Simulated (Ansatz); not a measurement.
Vibrations of C (R-3m) by finite displacements

```yaml
crystal:
  lattice:
    - [1.22945, 0.70983, 3.60350]
    - [-1.22945, 0.70983, 3.60350]
    - [0.00000, -1.41965, 3.60350]
  atoms:
    - { symbol: C, position: [0.83336, 0.83336, 0.83336] }
    - { symbol: C, position: [0.16664, 0.16664, 0.16664] }
```

Conventional cell: a = 2.459 Å, b = 2.459 Å, c = 10.810 Å, α = 90.00°, β = 90.00°, γ = 120.00°. C (atom 1) is surrounded by 3 C at 1.42 Å.

Unless marked otherwise, the numbers come from PBEsol, all-electron LAPW in Ansatz 0.2.0, scalar-relativistic. k mesh 10×10×10, fixed occupations, basis error target 1 meV/atom. The cell was relaxed by PAW under this functional, which moved its volume by +8 % from the database entry's. The structure is one entry of a database and needn't be the stable phase.

Atoms are displaced by 0.01 Å in the smallest supercells that hold the wave vectors of a 2×2×2 mesh. Negative values stand for unstable modes.

What are the phonon energies at the solved wave vectors, in THz?

```
                q  point                               modes (THz)
0.000 0.000 0.000  Gamma                         26.18, 47.54 (×2)
0.500 0.000 0.000      L  14.11, 18.54, 18.83, 40.01, 40.68, 42.35
0.500 0.500 0.000      F  14.25, 18.53, 18.88, 39.98, 40.62, 42.37
0.500 0.500 0.500      T        0.82 (×2), 1.96, 26.22, 47.59 (×2)
```

Is the structure dynamically stable at these wave vectors?

Yes, no mode is unstable there; wave vectors off this mesh aren't tested.

How do the optical zone-centre modes decompose, and which are active?

Point group -3m: Γ_opt = A1g + Eg.

```json
{"label": "A1g", "THz": "26.18", "activity": "Raman", "mostly": "C (100 %)"}
{"label": "Eg", "THz": "47.54", "activity": "Raman", "mostly": "C (100 %)"}
```

How well do frozen-core PAW files reproduce these all-electron values?

With a cutoff of 420 eV and displacements of 0.0025 Å, the r.m.s. difference over the modes is 0.6 cm⁻¹; the largest difference is 1588.8 (PAW) against 1587.5 cm⁻¹ (LAPW).

The cell is scaled evenly to 18.491 and 19.246 Å³ (from 18.869), with free atoms relaxed and the shape held, so these aren't the values under hydrostatic pressure. What are the mode Grüneisen parameters γ = −d ln ω/d ln V?

For the highest mode, 1627.5 cm⁻¹ in the small cell and 1548.8 in the large one give γ ≈ 1.24. From the change of the dynamical matrix on each mode:

```
point    cm⁻¹      γ
Gamma   873.1  -0.09
Gamma  1585.6   1.24
    L   470.8  -0.72
    L   618.3   0.06
    L   628.2  -0.72
    L  1334.5   0.79
    L  1356.9   1.36
    L  1412.8   1.55
    F   475.3  -0.67
    F   618.2   0.06
    F   629.7  -0.71
    F  1333.6   0.79
    F  1354.8   1.36
    F  1413.4   1.55
    T    27.2   1.57
    T    65.4   2.77
    T   874.6  -0.08
    T  1587.5   1.24
```

Weighted by the modes' heat capacities at 300 K, the mean on this mesh is 0.18; it moves with the q mesh, and a coarse one overweights the zone boundary. Rows under −0.05 (6 here) are modes that soften under compression and pull towards negative thermal expansion.

Linear response on PAW files adds the field. What are the dielectric tensor, the Born charges and the LO shift?

ε∞ = (79.67, 79.67, 3.93) along x, y, z with local fields. Born charges (xx, yy, zz): C1 (0.00, 0.00, 0.00); C2 (0.00, 0.00, 0.00). The highest zone-centre mode lies at 1586.8 cm⁻¹ without the macroscopic field and at 1586.8 cm⁻¹ with it, for q along x. With the ions free to follow the field, the program's ε₀ is (79.67, 79.67, 3.93).

Known limits: no dispersion correction, so the spacing and stiffness between layers or molecules are poor; the frozen-core PAW files of the compared runs were fitted under PBE, their cores solved anew for this functional; field response not resolved by the mesh; semilocal gaps are low, and ε∞ tends to come out large.
